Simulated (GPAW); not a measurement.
# CdS (Greenockite): G0W0 on several meshes in GPAW

Aim: the GW shift of CdS (Greenockite) against the k mesh.

Main program and level: GPAW 26.7.0; PBE and many-body steps on it, plane waves.

This is a report of a sequence of runs, with most program output left out.

The database entry behind the starting cell differs from later determinations by our own check (about 0.35 % long), so it need not match the best structure at ambient conditions.

## (1) Starting point

The structure is hexagonal, space group P6_3mc (No. 186). Conventional cell: a = 4.150 Å, b = 4.150 Å, c = 6.737 Å, α = 90.00°, β = 90.00°, γ = 120.00°. Nearest to Cd lie 4 S at 2.53 to 2.54 Å. Nearest to S lie 4 Cd at 2.53 to 2.54 Å. Farther neighbours and most contacts between anions are not listed.

As a file:

```xyz
4
Lattice="4.1500 0.0000 0.0000 -2.0750 3.5940 0.0000 0.0000 0.0000 6.7370" Properties=species:S:1:pos:R:3 pbc="T T T"
Cd    0.0000    2.3960    0.0000
Cd    2.0750    1.1980    3.3685
S     0.0000    2.3960    2.5264
S     2.0750    1.1980    5.8949
```

The cell and positions come from the Crystallography Open Database and are kept as given unless a step says otherwise.

## (2) Empty states on the mesh, 3×3×4 mesh, 655 bands

This step: GPAW 26.7.0; DFT, PBE, plane waves, PAW.

The sums over transitions need many empty states on a uniform mesh; this step solves for them.

The input, run.py:

```python
import json
import numpy as np
from gpaw.mpi import world
from gpaw import GPAW

calc = GPAW('gs.gpw').fixed_density(kpts={'size': (3, 3, 4), 'gamma': True},
    parallel={'domain': 1, 'band': 1},
    txt='nscf.txt')
calc.diagonalize_full_hamiltonian(nbands=655)
calc.write('full.gpw', mode='all')
res = {}
kpts = calc.get_ibz_k_points()
res['kpts'] = kpts
res['eigenvalues'] = [calc.get_eigenvalues(kpt=k) for k in range(len(kpts))]
res['n_electrons'] = calc.get_number_of_electrons()

if world.rank == 0:
    with open('result.json', 'w') as f:
        json.dump(res, f, default=lambda x: x.tolist())
```

The run is started by

```
> mpirun -n 8 gpaw python run.py
```

Run time: 19 s. Hardware: 8 MPI ranks of Intel Xeon 6975P-C (Granite Rapids), shared host; peak memory 3.9 GiB; 2.4 min of CPU time.

This step gave:

```yaml
gap: 1.178 eV
k_of_the_valence_top: 0, 0, 0
k_of_the_conduction_bottom: 0, 0, 0
least_direct_gap: 1.178 eV
k_points_computed: 10
lowest_point_of_the_top_converged_band_above_the_valence_top: 189.7169 eV
```

On this mesh the gap is 1.178 eV.

## (3) 3×3×4

G0W0 replaces the xc potential by the self-energy, built once from these orbitals. Only a window of levels is corrected, while the sums run over the empty bands that the input names.

This step: G0W0 on PBE, plane waves, PAW.

The input, run.py:

```python
import json
import numpy as np
from gpaw.mpi import world
from gpaw.response.g0w0 import G0W0

gw = G0W0('full.gpw',
    filename='gw',
    kpts=[0],
    bands=(16, 20),
    ecut=120,
    nbands=299,
    integrate_gamma='WS',
    ppa=True)
gw.calculate()
res = {mode: {k: v for k, v in r.items() if k != 'sigma_eskwn'}
       for mode, r in gw.all_results.items()}

if world.rank == 0:
    with open('result.json', 'w') as f:
        json.dump(res, f, default=lambda x: x.tolist())
```

The run is started by

```
> mpirun -n 8 gpaw python run.py
```

Elapsed: 77 s, on 8 MPI ranks; peak memory 3.3 GiB.

This step gave:

- G0W0 gap on the points computed: 2.084 eV
- least direct G0W0 gap on the computed points: 2.084 eV
- Z at the valence top: 0.7839
- Z at the conduction bottom: 0.8132
- starting gap on the mesh: 1.178 eV
- k of the valence top: 0, 0, 0
- k of the conduction bottom: 0, 0, 0

The gap on the mesh goes from 1.18 eV to 2.08 eV, a correction of +0.91 eV.

## (4) Empty states on the mesh, 3×3×2 mesh, 309 bands

This step: DFT, PBE, plane waves, PAW.

The input, run.py:

```python
import json
import numpy as np
from gpaw.mpi import world
from gpaw import GPAW

calc = GPAW('gs.gpw').fixed_density(kpts={'size': (3, 3, 2), 'gamma': True},
    parallel={'domain': 1, 'band': 1},
    txt='nscf.txt')
calc.diagonalize_full_hamiltonian(nbands=309)
calc.write('full.gpw', mode='all')
res = {}
kpts = calc.get_ibz_k_points()
res['kpts'] = kpts
res['eigenvalues'] = [calc.get_eigenvalues(kpt=k) for k in range(len(kpts))]
res['n_electrons'] = calc.get_number_of_electrons()

if world.rank == 0:
    with open('result.json', 'w') as f:
        json.dump(res, f, default=lambda x: x.tolist())
```

The run is started by

```
> mpirun -n 6 gpaw python run.py
```

Elapsed: 15 s, on 6 MPI ranks; peak memory 2.8 GiB.

Numbers from this step:

* gap: 1.178 eV
* k of the valence top: 0, 0, 0
* k of the conduction bottom: 0, 0, 0
* least direct gap: 1.178 eV
* k points computed: 6
* lowest point of the top converged band, above the valence top: 109.0585 eV

On this mesh the gap is 1.178 eV.

## (5) 3×3×2

This step: G0W0 on PBE, plane waves, PAW.

The input, run.py:

```python
import json
import numpy as np
from gpaw.mpi import world
from gpaw.response.g0w0 import G0W0

gw = G0W0('full.gpw',
    filename='gw',
    kpts=[0],
    bands=(16, 20),
    ecut=120,
    nbands=299,
    integrate_gamma='WS',
    ppa=True)
gw.calculate()
res = {mode: {k: v for k, v in r.items() if k != 'sigma_eskwn'}
       for mode, r in gw.all_results.items()}

if world.rank == 0:
    with open('result.json', 'w') as f:
        json.dump(res, f, default=lambda x: x.tolist())
```

The run is started by

```
> mpirun -n 8 gpaw python run.py
```

Wall time 46 s (8 MPI ranks); peak memory 2.7 GiB.

This step gave:

| Quantity | Value |
| --- | --- |
| G0W0 gap on the points computed | 2.018 eV |
| least direct G0W0 gap on the computed points | 2.018 eV |
| Z at the valence top | 0.7807 |
| Z at the conduction bottom | 0.8087 |
| starting gap on the mesh | 1.178 eV |
| k of the valence top | 0, 0, 0 |
| k of the conduction bottom | 0, 0, 0 |

Against G0W0 in GPAW (3×3×4 mesh, 299 bands, screening to 120 eV, Godby-Needs plasmon pole), the gap moves by −0.066 eV.

## (6) Side by side

Times are wall times on 8 MPI ranks of Intel Xeon 6975P-C (Granite Rapids), shared host, good to a factor of about two.

```csv
run,mesh,bands,screening cutoff (eV),DFT gap (eV),gap on the mesh (eV),direct (eV),time
3×3×4,3×3×4,299,120,1.178,2.084,2.084,77 s
3×3×2,3×3×2,299,120,1.178,2.018,2.018,46 s
```

## (7) What came out

```json
{"3×3×4": "2.084 eV", "3×3×2": "2.018 eV", "known limits": "not at the basis limit; no spin-orbit coupling; coarse k mesh"}
```

3×3×2: −0.066 eV against 3×3×4. Bands and cutoff are finite, so the gap is not at the basis limit. The miss can reach some tenths of an eV and take either sign; the mesh is an error of its own. These stock PAW sets were not made for GW. In the G0W0 runs levels were corrected at 1 k point alone, so a gap called «on the mesh» is the least over those, and an edge elsewhere would be missed. The 3×3×4 mesh is coarse for this cell, which bears on the long-range parts of exchange and screening. The many-body steps are scalar-relativistic: spin-orbit coupling is not in them.

[Paths, hosts, dates, memory and timing lines, banners, echoed tables and standing remarks are left out of the program output.]

[Logs are printed without paths, hosts, clocks, repeated set-up lines and the standing remarks that a program may print on its own settings, such as how far it seeks lower states.]

[Runs of the session that timed out or met a known fault of the program may be left out.]

[Hosts, paths, dates, database ids (printed as entryN), source tags and the programs' standing remarks are cut or masked in the printed files.]
